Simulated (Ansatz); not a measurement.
The following input was run with Ansatz 0.2.0.

```yaml
crystal:
  lattice:
    - [4.466049932, 0.0, 0.0]
    - [0.0, 4.466049932, 0.0]
    - [0.0, 0.0, 4.466049932]
  atoms:
    - { symbol: Cs, position: [0.0, 0.0, 0.0] }
    - { symbol: I, position: [0.5, 0.5, 0.5] }
basis:
  ecutwfc: 420
kpoints:
  mp_grid: { grid: [6, 6, 6] }
hamiltonian:
  xc: pbesol
scf:
  occupations: { method: gaussian, width: 0.02 }
output:
  forces: true
  stress: true
  eigenvalues: true
```

Launched with
```bash
ansatz run input.yaml --threads 1 --pin off --max-ram 1331MiB --backend cpu --events-out ev --progress --plain --runs-dir out
```

The calculation used DFT PBEsol, scalar-relativistic, plane waves, PAW in Ansatz.

Part of what the program printed, abridged (iterations and final results):

```
SCF iter   1: F=—  HF=-13021.169557 eV  |F-HF|=—  |Δ(HF+E_count)|=         —  Δρ=1.74e-3  dr2=3.41e-3  ethr=1.77e-3  ⟨swp⟩=8.8  Hψ=2045  notcnv=0
SCF iter   2: F=—  HF=-13021.169540 eV  |F-HF|=—  |Δ(HF+E_count)|=   1.70e-5  Δρ=9.20e-4  dr2=7.96e-4  ethr=1.31e-5  ⟨swp⟩=2.7  Hψ=755  notcnv=0
SCF iter   3: F=—  HF=-13021.169957 eV  |F-HF|=—  |Δ(HF+E_count)|=   4.17e-4  Δρ=2.35e-4  dr2=5.59e-5  ethr=3.06e-6  ⟨swp⟩=2.0  Hψ=540  notcnv=0
SCF iter   4: F=—  HF=-13021.170013 eV  |F-HF|=—  |Δ(HF+E_count)|=   5.60e-5  Δρ=2.79e-5  dr2=5.01e-7  ethr=2.15e-7  ⟨swp⟩=2.0  Hψ=493  notcnv=0
SCF iter   5: F=-13021.170014 eV  HF=-13021.170014 eV  |F-HF|=3.67e-8  |Δ(HF+E_count)|=   1.23e-6  Δρ=3.95e-6  dr2=1.49e-8  ethr=1.93e-9  ⟨swp⟩=2.0  Hψ=491  notcnv=0
SCF iter   6: F=-13021.170014 eV  HF=-13021.170014 eV  |F-HF|=1.26e-9  |Δ(HF+E_count)|=   4.11e-8  Δρ=8.42e-7  dr2=6.50e-10  ethr=5.72e-11  ⟨swp⟩=3.9  Hψ=1587  notcnv=0
SCF 1 converged in 6 iterations: F = -13021.170014 eV  dr2 = 6.50e-10
SCF converged after 6 iterations
Free energy (F): -13021.170014 eV
Harris-Foulkes:  -13021.170014 eV  (|F-HF|=1.26e-9)
Internal energy: -13021.170014 eV  (E = F + TS)
E sigma→0 (E₀):  -13021.170014 eV
Fermi energy:    6.464084 eV
--- Per-component energies (eV) ---
  E_band       = -421.213142
  E_kinetic    = 332.606970
  E_local      = -2374.539653  (includes V_loc(G=0)·N_el)
  E_nonlocal   = -57.040591
  E_hartree    = 1186.764115
  E_xc         = -300.678926
  E_vxc        = -255.696189  (∫ρ·V_xc dr)
  E_paw        = -9720.828388  (= ΣΔE_a)
  E_vpaw       = -440.072699  (= ΣTr[D̂ρ^β])
  E_aug_tail   = 0.000003  (compensation charges beyond the density's cutoff)
  E_ewald      = -2088.009845
  E_core_change = 0.556302  (= ΣΔE_core)
  E_smearing   =  0.000000  (= −TS)
--- Forces (eV/Å), atoms counted from 1 ---
  atom   1  Cs     0.00000000     0.00000000     0.00000000
  atom   2  I      0.00000000     0.00000000     0.00000000
--- Stress (GPa, compression-positive) ---
        0.377905       0.000000       0.000000
        0.000000       0.377905       0.000000
        0.000000       0.000000       0.377905
  P = ⅓ Tr σ = 0.3779 GPa (3.779 kbar)
--- Band table (eV; the first three rows and the last of 20) ---
  k-point 0: bands = ["-38.4279", "-38.4279", "-38.4279", "-38.4262", "-38.4262", "-15.7751", "-6.3088", "-2.4469", "-2.4469", "-2.4469", "4.4210", "4.4210", "4.4210", "8.4352", "8.4752", "8.4752", "12.4032"]
  k-point 1: bands = ["-38.4279", "-38.4279", "-38.4279", "-38.4262", "-38.4261", "-15.7666", "-6.3149", "-2.4931", "-2.4257", "-2.4257", "3.8734", "4.3705", "4.3705", "8.6505", "8.9708", "9.2530", "12.2904"]
  k-point 2: bands = ["-38.4279", "-38.4279", "-38.4279", "-38.4261", "-38.4259", "-15.7494", "-6.3307", "-2.5666", "-2.3824", "-2.3824", "3.0659", "4.2662", "4.2662", "9.1398", "10.2300", "10.6974", "11.8701"]
  k-point 19: bands = ["-38.4280", "-38.4280", "-38.4280", "-38.4257", "-38.4257", "-15.6823", "-5.9788", "-2.7560", "-2.7560", "-2.7560", "2.9921", "2.9921", "2.9921", "11.7866", "11.7866", "11.7866", "12.6420"]
```

The run converged.